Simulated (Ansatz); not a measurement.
# HfGe2N4 monolayer in a perpendicular field, part 4 of 4

Wanted: the out-of-plane response of the HfGe2N4 monolayer. A positive field points along +c.

Ansatz 0.2.0; plane-wave DFT, LDA, Ansatz PAW (the session's first sound run).

So far, equivalent conductor thickness p/(ε₀AE) (Å): step 8 (response, atoms held) 8.21; step 11 (ions relaxed) 8.97; step 14 (response at this level) 8.21.

**16. Same geometry, cutoff 420 eV, functional PBE (run 2)**

Level of this step: plane-wave DFT, PBE, Ansatz PAW (Ansatz).

The same run in the opposite field.

Contents of input.yaml:

```yaml
crystal:
  lattice:
    - [3.0934823823, 0.0, 0.0]
    - [-1.5467411912, 2.6790343293, 0.0]
    - [0.0, 0.0, 25.2080168107]
  atoms:
    - { symbol: "N", position: [0.0, 0.0, 0.3570292763] }
    - { symbol: Ge, position: [0.3333333333, 0.6666666667, 0.378880309] }
    - { symbol: "N", position: [0.3333333333, 0.6666666667, 0.4521240111] }
    - { symbol: Hf, position: [0.0, 0.0, 0.5] }
    - { symbol: "N", position: [0.3333333333, 0.6666666667, 0.5478759889] }
    - { symbol: Ge, position: [0.3333333333, 0.6666666667, 0.621119691] }
    - { symbol: "N", position: [0.0, 0.0, 0.6429707237] }
kpoints:
  mp_grid: { grid: [12, 12, 1] }
hamiltonian:
  xc: pbe
scf:
  occupations: { method: fermi_dirac, width: 0.05 }
  convergence: { dr2_threshold: 1.0e-09 }
efield:
  axis: 3
  dipole_correction: true
  ramp_position: 0.97
  ramp_width: 0.06
  amplitude: -0.1
output:
  write_potential: true
  write_density: true
  volumetric_format: npy
```

Run with:

```bash
> ansatz run input.yaml --threads 4 --pin off --max-ram 6144MiB --backend cpu --events-out ev --progress --plain --runs-dir out
```

Numbers of over 12 decimals in the logs are rounded to 6 here.

What it wrote:

```text
[...]
Crystal: 7 atoms, lattice volume = 208.913 Å³
Basis set: ecut = 420 eV, 4033 PW (Γ)
Bands: 45, of which v1, the nominal top of the filled ones, is band 37 counted from 1 (36 counted from 0)
Symmetry: 6 space group operations
k-points: 19 of 144 (time reversal used)
[...]
k-point 0: bands = [... 33 lower, -0.8658, 0.2174, 0.2174, 0.4885, 2.7041, 3.8154, 5.3264, 6.3172, ... 4 higher]
  k-point 1: bands = [... 33 lower, -0.8856, 0.0400, 0.1075, 0.6851, 3.1737, 4.1630, 4.9080, 6.6949, ... 4 higher]
  k-point 2: bands = [... 33 lower, -0.7152, -0.2205, -0.1761, 0.6883, 3.6044, 4.5235, 4.8044, 7.0863, ... 4 higher]
  k-point 18: bands = [... 33 lower, -1.4174, -1.3236, 0.0602, 0.8106, 3.4274, 5.9878, 7.0630, 7.3465, ... 4 higher]
[key lines of the parts left out:]
SCF converged after 15 iterations
Free energy (F): -25850.059485 eV
Fermi energy:    1.755426 eV
Dipole field:    D = -0.032511 V/Å  (p = -0.037535 e·Å, saw-weighted, corrected)
```

It took 5.2 s on 4 threads of Intel Xeon Platinum 8488C (Sapphire Rapids), shared host; peak memory 0.67 GiB.

The dipole is -0.0375 e·Å.

**17. Response at this level**

This step: plane-wave DFT, PBE, Ansatz PAW; response to a field along the normal, atoms held (Ansatz 0.2.0).

The induced dipole is that of a conductor 8.20 Å thick.

**18. Same geometry, cutoff 500 eV, functional r2SCAN**

This step: plane-wave DFT, r2SCAN, Ansatz PAW (Ansatz 0.2.0).

The geometry is kept and the functional is r2SCAN; other changes against the main runs: SCF threshold 1.0e-10 → 1.0e-09 eV, cutoff 420 → 500 and k-mesh 18×18×1 → 12×12×1.

input.yaml, as its differences from that of step 16:

```diff
@@ -16,3 +16,3 @@
 hamiltonian:
-  xc: pbe
+  xc: r2scan
 scf:
@@ -25,3 +25,3 @@
   ramp_width: 0.06
-  amplitude: -0.1
+  amplitude: 0.1
 output:
```

What it wrote:

```text
[...]
Crystal: 7 atoms, lattice volume = 208.913 Å³
Basis set: ecut = 500 eV, 5323 PW (Γ), exchange–correlation on 96×96×768 points (64 copies of the dense FFT grid, shifted against one another)
Bands: 45, of which v1, the nominal top of the filled ones, is band 37 counted from 1 (36 counted from 0)
Symmetry: 6 space group operations
k-points: 19 of 144 (time reversal used)
[...]
k-point 0: bands = [... 33 lower, -1.1668, -0.1249, -0.1249, 0.2236, 2.8720, 3.9963, 5.5075, 6.6602, ... 4 higher]
  k-point 1: bands = [... 33 lower, -1.2018, -0.3054, -0.2368, 0.4022, 3.3370, 4.3669, 5.0695, 7.0210, ... 4 higher]
  k-point 2: bands = [... 33 lower, -1.0446, -0.5737, -0.5273, 0.3931, 3.7238, 4.7273, 5.0409, 7.2168, ... 4 higher]
  k-point 18: bands = [... 33 lower, -1.7642, -1.7062, -0.2759, 0.4883, 3.4883, 6.1319, 7.2906, 7.6547, ... 4 higher]
[key lines of the parts left out:]
SCF converged after 13 iterations
Free energy (F): -25882.150349 eV
Fermi energy:    1.645197 eV
Dipole field:    D = 0.032013 V/Å  (p = 0.036960 e·Å, saw-weighted, corrected)
```

It took 9.6 s on 4 threads; peak memory 1.1 GiB; 37 s of CPU time.

The dipole is 0.0370 e·Å.

**19. Same geometry, cutoff 500 eV, functional r2SCAN (run 2)**

The same run in the opposite field.

input.yaml, as its differences from that of step 18:

```diff
@@ -25,3 +25,3 @@
   ramp_width: 0.06
-  amplitude: 0.1
+  amplitude: -0.1
 output:
```

What it wrote:

```text
[...]
Crystal: 7 atoms, lattice volume = 208.913 Å³
Basis set: ecut = 500 eV, 5323 PW (Γ), exchange–correlation on 96×96×768 points (64 copies of the dense FFT grid, shifted against one another)
Bands: 45, of which v1, the nominal top of the filled ones, is band 37 counted from 1 (36 counted from 0)
Symmetry: 6 space group operations
k-points: 19 of 144 (time reversal used)
[...]
k-point 0: bands = [... 33 lower, -1.1668, -0.1249, -0.1249, 0.2236, 2.8720, 3.9962, 5.5075, 6.6602, ... 4 higher]
  k-point 1: bands = [... 33 lower, -1.2018, -0.3054, -0.2368, 0.4022, 3.3370, 4.3669, 5.0695, 7.0211, ... 4 higher]
  k-point 2: bands = [... 33 lower, -1.0446, -0.5737, -0.5274, 0.3931, 3.7237, 4.7273, 5.0409, 7.2168, ... 4 higher]
  k-point 18: bands = [... 33 lower, -1.7642, -1.7062, -0.2759, 0.4883, 3.4882, 6.1319, 7.2906, 7.6547, ... 4 higher]
[key lines of the parts left out:]
SCF converged after 12 iterations
Free energy (F): -25882.150349 eV
Fermi energy:    1.645187 eV
Dipole field:    D = -0.032002 V/Å  (p = -0.036947 e·Å, saw-weighted, corrected)
```

It took 8.4 s on 4 threads; peak memory 1.1 GiB; 32 s of CPU time.

The dipole is -0.0369 e·Å.

**20. Response at this level**

This step: plane-wave DFT, r2SCAN, Ansatz PAW; response to a field along the normal, atoms held (Ansatz 0.2.0).

The induced dipole is that of a conductor 8.07 Å thick.

**21. Same geometry, cutoff 420 eV, functional HSE06**

This step: plane-wave DFT, HSE06, Ansatz PAW (Ansatz 0.2.0).

The geometry is kept and the functional is HSE06; other changes against the main runs: SCF threshold 1.0e-10 → 1.0e-09 eV and k-mesh 18×18×1 → 12×12×1.

input.yaml, as its differences from that of step 19:

```diff
@@ -16,3 +16,3 @@
 hamiltonian:
-  xc: r2scan
+  xc: hse06
 scf:
@@ -25,3 +25,3 @@
   ramp_width: 0.06
-  amplitude: -0.1
+  amplitude: 0.1
 output:
```

What it wrote:

```text
[...]
Crystal: 7 atoms, lattice volume = 208.913 Å³
Basis set: ecut = 420 eV, 4033 PW (Γ)
Bands: 45, of which v1, the nominal top of the filled ones, is band 37 counted from 1 (36 counted from 0)
Symmetry: 6 space group operations
k-points: 19 of 144 (time reversal used)
[...]
k-point 0: bands = [... 33 lower, -1.6990, -0.6770, -0.6770, -0.2914, 3.2260, 4.3316, 5.9219]
  k-point 1: bands = [... 33 lower, -1.7571, -0.8819, -0.7957, -0.1274, 3.6869, 4.7202, 5.4455]
  k-point 2: bands = [... 33 lower, -1.6761, -1.1846, -1.1045, -0.1590, 4.0533, 5.0826, 5.4109]
  k-point 18: bands = [... 33 lower, -2.4737, -2.4631, -0.9609, -0.1157, 3.7393, 6.5858, 7.5615]
  guard bands above this table: 5 of the run's 45 bands. The solve was not asked for them (output.publish_guard_bands: true or output.eigenvalues: true publishes all)
[key lines of the parts left out:]
Free energy (F): -25852.063580 eV
Fermi energy:    1.467851 eV
Dipole field:    D = 0.031555 V/Å  (p = 0.036431 e·Å, saw-weighted, corrected)
```

It took 91 s on 4 threads; peak memory 4.1 GiB.

The dipole is 0.0364 e·Å.

**22. Same geometry, cutoff 420 eV, functional HSE06 (run 2)**

The same run in the opposite field.

input.yaml, as its differences from that of step 21:

```diff
@@ -25,3 +25,3 @@
   ramp_width: 0.06
-  amplitude: 0.1
+  amplitude: -0.1
 output:
```

What it wrote:

```text
[...]
Crystal: 7 atoms, lattice volume = 208.913 Å³
Basis set: ecut = 420 eV, 4033 PW (Γ)
Bands: 45, of which v1, the nominal top of the filled ones, is band 37 counted from 1 (36 counted from 0)
Symmetry: 6 space group operations
k-points: 19 of 144 (time reversal used)
[...]
--- Band table (eV; the first three rows and the last of 19) ---
  k-point 0: bands = [... 33 lower, -1.6990, -0.6770, -0.6770, -0.2914, 3.2260, 4.3316, 5.9219]
  k-point 1: bands = [... 33 lower, -1.7571, -0.8819, -0.7957, -0.1274, 3.6869, 4.7202, 5.4455]
  k-point 2: bands = [... 33 lower, -1.6761, -1.1846, -1.1045, -0.1590, 4.0533, 5.0826, 5.4109]
  k-point 18: bands = [... 33 lower, -2.4737, -2.4631, -0.9609, -0.1157, 3.7393, 6.5858, 7.5615]
[...]
[key lines of the parts left out:]
Free energy (F): -25852.063580 eV
Fermi energy:    1.467850 eV
Dipole field:    D = -0.031555 V/Å  (p = -0.036431 e·Å, saw-weighted, corrected)
```

The job ended after 100 s (4 threads; peak memory 4.1 GiB; 6.2 min of CPU time).

The dipole is -0.0364 e·Å.

**23. The series together**

Times are for 4 threads of Intel Xeon Platinum 8488C (Sapphire Rapids), shared host. The series side by side:

| no. | functional | field | dipole along the normal (e·Å) | time | memory (GiB) |
| --- | --- | --- | --- | --- | --- |
| 1 | lda | 0.1 V/Å | 0.03762 | 5.1 s | 0.66 |
| 2 | lda | -0.1 V/Å | -0.03762 | 5.1 s | 0.66 |
| 3 | pbe | 0.1 V/Å | 0.03753 | 5.2 s | 0.68 |
| 4 | pbe | -0.1 V/Å | -0.03753 | 5.2 s | 0.67 |
| 5 | r2scan | 0.1 V/Å | 0.03696 | 9.6 s | 1.1 |
| 6 | r2scan | -0.1 V/Å | -0.03695 | 8.4 s | 1.1 |
| 7 | hse06 | 0.1 V/Å | 0.03643 | 91 s | 4.1 |
| 8 | hse06 | -0.1 V/Å | -0.03643 | 100 s | 4.1 |

**24. Response at this level**

This step: plane-wave DFT, HSE06, Ansatz PAW; response to a field along the normal, atoms held (Ansatz 0.2.0).

The induced dipole is that of a conductor 7.95 Å thick.

**25. Varying the input: efield.amplitude = -0.2**

This step: plane-wave DFT, LDA, Ansatz PAW (Ansatz 0.2.0).

A run with a changed input: it repeats the earlier run at 0.1 V/Å with efield.amplitude from 0.1 to -0.2.

input.yaml, as its differences from that of step 22:

```diff
@@ -14,8 +14,11 @@
 kpoints:
-  mp_grid: { grid: [12, 12, 1] }
+  mp_grid: { grid: [18, 18, 1] }
+  band_path:
+    path: [[0, 0, 0], [0.5, 0, 0], [0.33333333, 0.33333333, 0], [0, 0, 0]]
+    npoints: 16
 hamiltonian:
-  xc: hse06
+  xc: lda
 scf:
   occupations: { method: fermi_dirac, width: 0.05 }
-  convergence: { dr2_threshold: 1.0e-09 }
+  convergence: { dr2_threshold: 1.0e-10 }
 efield:
@@ -25,3 +28,3 @@
   ramp_width: 0.06
-  amplitude: -0.1
+  amplitude: -0.2
 output:
```

What it wrote:

```text
[...]
Crystal: 7 atoms, lattice volume = 208.913 Å³
Basis set: ecut = 420 eV, 4033 PW (Γ)
Bands: 45, of which v1, the nominal top of the filled ones, is band 37 counted from 1 (36 counted from 0)
Symmetry: 6 space group operations
k-points: 37 of 324 (time reversal used)
[...]
SCF iter   1: F=—  HF=-25415.806110 eV  |F-HF|=—  |Δ(HF+E_count)|=         —  Δρ=1.06e-1  dr2=2.77e1  ethr=3.10e-3  p=-0.086 e·Å  D=-7.47e-2 V/Å  ΔV_dip=1.88 eV  dr2_dipole=2.40e-3  V_vac-E_F(+/−)=7.81/10.45 eV  ⟨swp⟩=8.1  Hψ=7523  notcnv=0  defer=8
[...]
SCF iter  14: F=-25407.659094 eV  HF=-25407.659094 eV  |F-HF|=1.16e-10  |Δ(HF+E_count)|=  6.18e-11  Δρ=2.46e-7  dr2=7.92e-11  ethr=1.00e-12  p=-0.075 e·Å  D=-6.52e-2 V/Å  ΔV_dip=1.64 eV  dr2_dipole=1.35e-12  V_vac-E_F(+/−)=4.66/7.54 eV  ⟨swp⟩=14.2  Hψ=8207  notcnv=0
SCF 1 converged in 14 iterations: F = -25407.659094 eV  dr2 = 7.92e-11
[...]
SCF converged after 14 iterations
Free energy (F): -25407.659094 eV
[...]
Internal energy: -25407.659094 eV  (E = F + TS)
E sigma→0 (E₀):  -25407.659094 eV
Fermi energy:    1.356654 eV
Dipole field:    D = -0.065179 V/Å  (p = -0.075250 e·Å, saw-weighted, corrected)
Work function:   not extracted (applied field tilts the vacuum); planar V_es + V_field profile in the machine report
[...]
--- Band table (eV; the first three rows and the last of 37) ---
  k-point 0: bands = [... 33 lower, -1.2232, -0.1254, -0.1254, 0.1329, 2.2937, 3.4331, 4.8488, 5.8956, ... 4 higher]
  k-point 1: bands = [... 33 lower, -1.2416, -0.2312, -0.1762, 0.2661, 2.5232, 3.5944, 4.6467, 6.0667, ... 4 higher]
  k-point 2: bands = [... 33 lower, -1.1907, -0.3855, -0.3177, 0.3717, 2.9730, 3.9765, 4.2591, 6.4802, ... 4 higher]
  k-point 36: bands = [... 33 lower, -1.7778, -1.6588, -0.2612, 0.4906, 2.9852, 5.4788, 6.5839, 6.8847, ... 4 higher]
```

Wall time 13 s (4 threads); peak memory 0.78 GiB; 49 s of CPU time.

This step gave:

```
dipole along the normal            : -0.07525 e·Å
gap along the path                 : 1.803 eV
smallest direct gap along the path : 2.161 eV
gap, the smaller of path and mesh  : 1.803 eV
```

Electronic bands along the path, in eV, zero at the Fermi level of the run, which the smearing sets inside the gap:

| point | band 34 | band 35 | band 36 | band 37 | band 38 | band 39 | band 40 | band 41 |
| --- | --- | --- | --- | --- | --- | --- | --- | --- |
| Γ | -2.58 | -1.48 | -1.48 | -1.22 | 0.94 | 2.08 | 3.49 | 4.54 |
| halfway | -2.24 | -2.19 | -2.06 | -1.20 | 1.30 | 2.99 | 3.30 | 5.52 |
| M | -2.70 | -1.80 | -1.64 | -1.32 | 0.94 | 2.62 | 2.83 | 5.41 |
| halfway | -2.52 | -2.18 | -1.63 | -1.20 | 1.20 | 4.27 | 4.42 | 4.97 |
| K | -3.13 | -3.02 | -1.62 | -0.87 | 1.63 | 4.12 | 5.23 | 5.53 |
| halfway | -2.37 | -1.87 | -1.67 | -1.31 | 1.16 | 3.86 | 4.33 | 5.06 |
| Γ | -2.58 | -1.48 | -1.48 | -1.22 | 0.94 | 2.08 | 3.49 | 4.54 |

| quantity | this run | earlier run | difference |
| --- | --- | --- | --- |
| dipole along the normal (e·Å) | -0.07525 | 0.03762 | -0.11 |
| gap along the path (eV) | 1.803 | 1.807 | -0.0037 |
| smallest direct gap along the path (eV) | 2.161 | 2.164 | -0.0036 |

The applied field differs, and the slope found earlier predicts a dipole of -0.0752 e·Å; this run gives -0.0753 e·Å, in line with it.

**26. The same run with other settings**

This step: plane-wave DFT, LDA, Ansatz PAW, but for the change named below (Ansatz 0.2.0).

Another changed input: it repeats the earlier run at 0.1 V/Å with hamiltonian.hubbard to sites: [species: Hf, l: d, u_eff: 1.0], double_counting: fll, kpoints.mp_grid.grid from [18, 18, 1] to [6, 6, 1], scf.occupations.width from 0.05 removed and scf.occupations.method from fermi_dirac to tetrahedron.

input.yaml, as its differences from that of step 25:

```diff
@@ -14,3 +14,3 @@
 kpoints:
-  mp_grid: { grid: [18, 18, 1] }
+  mp_grid: { grid: [6, 6, 1] }
   band_path:
@@ -20,4 +20,5 @@
   xc: lda
+  hubbard: { sites: [{ species: Hf, l: d, u_eff: 1.0 }], double_counting: fll }
 scf:
-  occupations: { method: fermi_dirac, width: 0.05 }
+  occupations: { method: tetrahedron }
   convergence: { dr2_threshold: 1.0e-10 }
@@ -28,3 +29,3 @@
   ramp_width: 0.06
-  amplitude: -0.2
+  amplitude: 0.1
 output:
```

What it wrote:

```text
N: projections on atomic orbitals take those of the free atom [He] 2s2 2p3, of charge +0.00 (hamiltonian.pseudopotentials.projection_atoms); the dataset's partial waves leave at most 9.3e-9 of an orbital's norm unspanned inside its sphere
Ge: projections on atomic orbitals take those of the free atom [Ar] 3d10 4s2 4p2, of charge +0.00 (hamiltonian.pseudopotentials.projection_atoms); the dataset's partial waves leave at most 1.2e-6 of an orbital's norm unspanned inside its sphere
Hf: projections on atomic orbitals take those of the free atom [Kr 4d10] 4f14 5s2 5p6 5d2 6s2, of charge +0.00 (hamiltonian.pseudopotentials.projection_atoms); the dataset's partial waves leave at most 4.9e-5 of an orbital's norm unspanned inside its sphere
band count auto-derived: 46 (N_el = 74.0; filled up to band 37; 45 by the electrons, moments and atoms)
[...]
Crystal: 7 atoms, lattice volume = 208.913 Å³
Basis set: ecut = 420 eV, 4033 PW (Γ)
Bands: 46, of which v1, the nominal top of the filled ones, is band 37 counted from 1 (36 counted from 0)
Symmetry: 6 space group operations
k-points: 7 of 36 (time reversal used)
[...]
SCF iter   1: F=—  HF=-25415.054119 eV  |F-HF|=—  |Δ(HF+E_count)|=         —  Δρ=1.08e-1  dr2=2.84e1  ethr=3.10e-3  p=0.043 e·Å  D=3.74e-2 V/Å  ΔV_dip=-0.94 eV  dr2_dipole=5.84e-4  V_vac-E_F(+/−)=11.48/10.18 eV  ⟨swp⟩=7.9  Hψ=1438  notcnv=0
[...]
SCF iter  15: F=-25406.722645 eV  HF=-25406.722645 eV  |F-HF|=3.64e-11  |Δ(HF+E_count)|=  1.09e-10  Δρ=1.20e-7  dr2=1.79e-11  ethr=1.00e-12  p=0.038 e·Å  D=3.25e-2 V/Å  ΔV_dip=-0.82 eV  dr2_dipole=3.50e-14  V_vac-E_F(+/−)=7.69/6.27 eV  ⟨swp⟩=3.0  Hψ=655  notcnv=0
SCF 1 converged in 15 iterations: F = -25406.722645 eV  dr2 = 1.79e-11
[...]
SCF converged after 15 iterations
[...]
Free energy (F): -25406.722645 eV
[...]
Internal energy: -25406.722645 eV  (E = F + TS)
E sigma→0 (E₀):  -25406.722645 eV
Fermi energy:    0.485867 eV
Dipole field:    D = 0.032519 V/Å  (p = 0.037543 e·Å, saw-weighted, corrected)
Work function:   not extracted (applied field tilts the vacuum); planar V_es + V_field profile in the machine report
[...]
--- Band table (eV; the first three rows and the last of 7) ---
  k-point 0: bands = [... 33 lower, -1.2069, -0.1207, -0.1207, 0.1392, 2.3408, 3.4445, 5.0004, 5.8309, ... 5 higher]
  k-point 1: bands = [... 33 lower, -1.0277, -0.5727, -0.5150, 0.3469, 3.2647, 4.1424, 4.4130, 6.6678, ... 5 higher]
  k-point 2: bands = [... 33 lower, -1.1623, -0.6663, -0.3236, -0.0609, 2.5089, 4.3093, 4.4987, 6.7818, ... 5 higher]
  k-point 6: bands = [... 33 lower, -1.7822, -1.6596, -0.2508, 0.4859, 3.0642, 5.6999, 6.5856, 6.9060, ... 5 higher]
Occupation matrices written to <dir>
```

Elapsed: 5.6 s, on 4 threads; peak memory 0.89 GiB.

| quantity | this run | earlier run | difference |
| --- | --- | --- | --- |
| dipole along the normal (e·Å) | 0.03754 | 0.03762 | -7.4e-5 |
| gap along the path (eV) | 1.855 | 1.807 | 0.048 |
| smallest direct gap along the path (eV) | 2.202 | 2.164 | 0.037 |

What moves beyond 0.01 in its unit (for the dipole 0.5 % and 5e-5 e·Å): gap along the path (+0.0482 eV) and smallest direct gap along the path (+0.0373 eV).

The change shows in the results, which are not taken further.

**27. Results**

```yaml
gap_without_field: 1.81 eV
ionisation_energy_upper_face: 6.97 eV
electron_affinity_upper_face: 5.17 eV
equivalent_conductor_thickness_atoms_held: 8.21 Å
equivalent_conductor_thickness_atoms_relaxed: 8.97 Å
equivalent_conductor_thickness_lda: 8.21 Å
equivalent_conductor_thickness_pbe: 8.20 Å
equivalent_conductor_thickness_r2scan: 8.07 Å
equivalent_conductor_thickness_hse06: 7.95 Å
```

**Reading.** The induced dipole equals that of a perfect conductor 8.21 Å thick, while the outer atoms lie 7.21 Å apart; an out-of-plane ε follows only once a thickness t is chosen, by 1 − 1/ε = 8.21 Å / t. The gap goes from 1.81 eV to 1.76 eV at 0.5 V/Å. Letting the atoms follow the field adds 0.75 Å to the equivalent conductor thickness: the ionic part of the response. Across the functionals the thickness runs from 7.95 to 8.21 Å; those runs use a coarser k-mesh, so they are to be compared with each other. Semilocal functionals give gaps that are too small, and excitons are not included. Spin-orbit coupling is left out, which matters for the bands of elements this heavy. The outer anions sit over the metal atoms, one of several polytypes of such layers and not the lowest for every compound.

[Logs are printed without paths, hosts, clocks, repeated set-up lines and the standing remarks that a program may print on its own settings, such as how far it seeks lower states.]

[Hosts, paths, dates, database ids (printed as entryN), source tags and the programs' standing remarks are cut or masked in the printed files.]

[Maps of the electrostatic potential energy from Ansatz leave out the sawtooth potential of an applied field or a dipole correction, so their vacuum need not be flat; planar profiles and work functions include it.]
